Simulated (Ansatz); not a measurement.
Crystal: Fe.

```
Fe
1.0
    -1.44300    1.44300    1.44300
     1.44300   -1.44300    1.44300
     1.44300    1.44300   -1.44300
Fe
1
Cartesian
  0.0000 0.0000 0.0000
```

- Program: Ansatz 0.2.0
- Task: relaxation of cell and atoms
- Functional: RPBE
- Dispersion: D3(BJ)
- Potentials or basis: Ansatz PAW
- Cutoff: 420 eV (not typed: the program's choice for these potentials)
- k mesh: 13 × 13 × 13
- Occupations: fermi-dirac, width 0.05 eV
- Spin: collinear spin, ferromagnetic start
- Starting moments: [3.0] μB

At the start: volume 12.02 Å³/atom.

**Question.** Where does the relaxation end?

**Answer.** It ends after 8 steps and the volume is 10.28 Å³/atom (-14.5 %); space group Im-3m (No. 229, to 0.05 Å); moment 2.01 μB per cell.

The path:
```
step  energy change (eV)  largest force (eV/Å)  volume (Å³)
   1              0.0000                0.0000        12.02
   2             -0.1548                0.0000        10.86
   3             -0.1729                0.0000         9.99
   4             -0.1797                0.0000        10.31
   5             -0.1799                0.0000        10.28
   6             -0.1778                0.0000        10.28
   7             -0.1778                0.0000        10.28
   8             -0.1778                0.0000        10.28
```

Final structure:
```
Fe
1.0
    -1.36979    1.36979    1.36979
     1.36979   -1.36979    1.36979
     1.36979    1.36979   -1.36979
Fe
1
Direct
  0.00000 0.00000 0.00000
```

Caveat: the plane-wave basis is chosen anew once the cell has moved, so the energies of steps on either side of that aren't comparable; the volume moved by -14 % from the deposited cell, more than functionals usually miss; the PAW data sets come from PBE, with cores solved anew for the run's functional, which leaves a small shift of forces and pressure.
